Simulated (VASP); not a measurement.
The system is Cr.

```
CELL_PARAMETERS angstrom
2.54246 0.00000 0.00000
-1.27123 2.20183 0.00000
0.00000 0.00000 2.37561
ATOMIC_POSITIONS crystal
Cr 0.00000 0.00000 0.00000
```

The cell was built by a generator and needn't be a form met in nature.

```yaml
Program: VASP 6.6.1
Task: relaxation of cell and atoms
Functional: r2SCAN
Potentials_or_basis: VASP PAW PBE potentials, release 64 (Cr_pv)
Cutoff: 600 eV
k_mesh: 9 × 9 × 8
Occupations: gaussian, width 0.1 eV
Spin: no spin polarisation
```

At the start: pressure -16.4 GPa; volume 13.30 Å³/atom.

How do energy, volume and symmetry change on relaxing?

Over 7 steps the energy falls by 61.7 meV/atom and the volume is 12.19 Å³/atom (-8.4 %); space group P6/mmm (No. 191, to 0.05 Å).

Step by step:
| step | energy change (eV) | largest force (eV/Å) | pressure (GPa) | volume (Å³) |
| --- | --- | --- | --- | --- |
| 1 | 0.0000 | 0.0000 | -16.42 | 13.30 |
| 2 | 0.0616 | 0.0000 | 32.15 | 10.84 |
| 3 | -0.0616 | 0.0000 | -0.50 | 12.21 |
| 4 | -0.0617 | 0.0000 | -0.13 | 12.19 |
| 5 | -0.0617 | 0.0000 | 0.27 | 12.17 |
| 6 | -0.0617 | 0.0000 | -0.33 | 12.20 |
| 7 | -0.0617 | 0.0000 | -0.06 | 12.19 |

Final structure:
```xyz
1
Lattice="2.4684 0.0000 0.0000 -1.2342 2.1377 0.0000 0.0000 0.0000 2.3095" Properties=species:S:1:pos:R:3 pbc="T T T"
Cr    0.0000    0.0000    0.0000
```

Caveat: the PAW data sets were made with another functional, which shifts forces and pressure a little; the run has no spin polarisation, though such a crystal can be magnetic.
